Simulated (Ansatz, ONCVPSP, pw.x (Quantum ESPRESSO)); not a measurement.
**Equation-of-state test of one ONCV potential (N)**

- Element: N
- Generator: ONCVPSP 4.0.1
- Type: optimised norm-conserving Vanderbilt (ONCV)
- Functional: PBE
- Relativity: scalar-relativistic
- Frozen core: [He]
- Valence charge: 5
- Reference configuration: 2s2 2p3
- Partial waves: 2s: rc 0.80 bohr, ncon 4, nbas 8, qcut 7.8 1/bohr, local; 2p: rc 2.05 bohr, ncon 4, nbas 8, qcut 7.3 1/bohr, 2 projectors, debl 1.2 Ha; d scattering state at 0.43 Ha: rc 1.75 bohr, ncon 4, nbas 8, qcut 6.1 1/bohr, 2 projectors, debl 0.9 Ha
- Local potential: the s channel
- Core correction: Teter function, fcfact 3, rcfact 1.2

Atomic tests: cutoffs needed: 29 Ha and 62 Ha (the cutoffs (Ha) at which the residual kinetic energy of the hardest occupied pseudo-wave falls to 1 and 0.1 mHa per electron); ghost test: no bound ghost flagged; no localised positive-energy state flagged; configuration tests: 1 of 4 tests not solved or not reliable.

Crystal test: bcc N in pw.x 7.5, no spin, 18³ k-points, Fermi–Dirac smearing 0.01 Ry, cutoffs 145/580 Ry. The reference is all-electron LAPW (Ansatz 0.2.0) with the same functional, mesh and smearing; V0 and B0 come from Birch–Murnaghan fits to the pressures at five volumes. Errors are pseudo minus all-electron; Δ is the rms difference of the E(V) curves that follow from these fits, minima aligned, over ±6 % about the mean V0. Mesh and smearing are coarse, so the numbers serve the comparison and aren't converged zero-temperature values; the lattice is a test structure that the element need not adopt. Spin polarisation is left out.

All-electron: a0 = 2.438 Å (V0 = 7.24 Å³/atom), B0 = 184.8 GPa.

How far does the potential miss the all-electron equation of state?

mean pressure error (GPa): -0.20; a0 (Å): 2.437; a0 error (%): -0.03; B0 error (%): -1.1; Δ (meV/atom): 0.3. Atomic configuration tests: 1 of 4 tests not solved or not reliable.

```tsv
V (Å³/atom)	P all-electron (GPa)	P pseudo (GPa)
6.885	10.40	10.04
7.066	4.82	4.56
7.247	-0.09	-0.28
7.428	-4.43	-4.55
7.609	-8.24	-8.32
```

At the middle volume, how do free energy and pressure move when the wave cutoff is lowered (ecutrho kept at four times it)?

```
cutoff (Ry)  shift of F (meV/atom)  shift of P (GPa)
         65                  +21.7             -2.37
         87                   +9.9             +0.03
        116                   +3.7             -0.36
```

Input at the middle volume:

```
&control
  calculation='scf', prefix='x', pseudo_dir='./', outdir='./tmp', tstress=.true., disk_io='none'
/
&system
  ibrav=0, nat=1, ntyp=1, ecutwfc=145, ecutrho=580, nbnd=9,
  occupations='smearing', smearing='fd', degauss=0.01
/
&electrons
  conv_thr=1e-09, mixing_beta=0.4, electron_maxstep=70
/
ATOMIC_SPECIES
N 1.0 N.UPF
CELL_PARAMETERS angstrom
  -1.21908154 1.21908154 1.21908154
  1.21908154 -1.21908154 1.21908154
  1.21908154 1.21908154 -1.21908154
ATOMIC_POSITIONS crystal
N 0.0000 0.0000 0.0000
K_POINTS automatic
18 18 18 0 0 0
```

```bash
pw.x < N.scf.in > N.scf.out
```

Lines of the output:

```
Message from routine setup:
     using ibrav=0 with symmetry is DISCOURAGED, use correct ibrav instead
     lattice parameter (alat)  =       3.9902  a.u.
     unit-cell volume          =      48.9052 (a.u.)^3
     number of electrons       =         5.00
     number of Kohn-Sham states=            9
     kinetic-energy cutoff     =     145.0000  Ry
     charge density cutoff     =     580.0000  Ry
     scf convergence threshold =      1.0E-09
     Exchange-correlation= PBE
     number of k points=   195  Fermi-Dirac smearing, width (Ry)=  0.0100
     iteration #  1     ecut=   145.00 Ry     beta= 0.40
     total energy              =     -19.61877877 Ry
     estimated scf accuracy    <       0.00045307 Ry
     iteration #  2     ecut=   145.00 Ry     beta= 0.40
     total energy              =     -19.61885783 Ry
     estimated scf accuracy    <       0.00013739 Ry
     iteration #  3     ecut=   145.00 Ry     beta= 0.40
     total energy              =     -19.61887370 Ry
     estimated scf accuracy    <       0.00000566 Ry
     iteration #  4     ecut=   145.00 Ry     beta= 0.40
     total energy              =     -19.61887420 Ry
     estimated scf accuracy    <          3.0E-09 Ry
     iteration #  5     ecut=   145.00 Ry     beta= 0.40
     the Fermi energy is     8.9628 ev
!    total energy              =     -19.61887421 Ry
     estimated scf accuracy    <          8.3E-10 Ry
     smearing contrib. (-TS)   =      -0.00254771 Ry
     The total energy is F=E-TS. E is the sum of the following terms:
     one-electron contribution =       3.57117025 Ry
     hartree contribution      =       1.51725686 Ry
     xc contribution           =      -4.95833651 Ry
     ewald contribution        =     -19.74641711 Ry
     convergence has been achieved in   5 iterations
          total   stress  (Ry/bohr**3)                   (kbar)     P=       -2.77
     Message from routine punch:
     Nothing written, as per user request (disk_io='none')
```

The run at the middle volume (195 k-points, 5 iterations) took about 23 s on one core of a shared host (Intel(R) Xeon(R) Platinum 8259CL CPU @ 2.50GHz, 96 threads, 377 GiB, load 63).
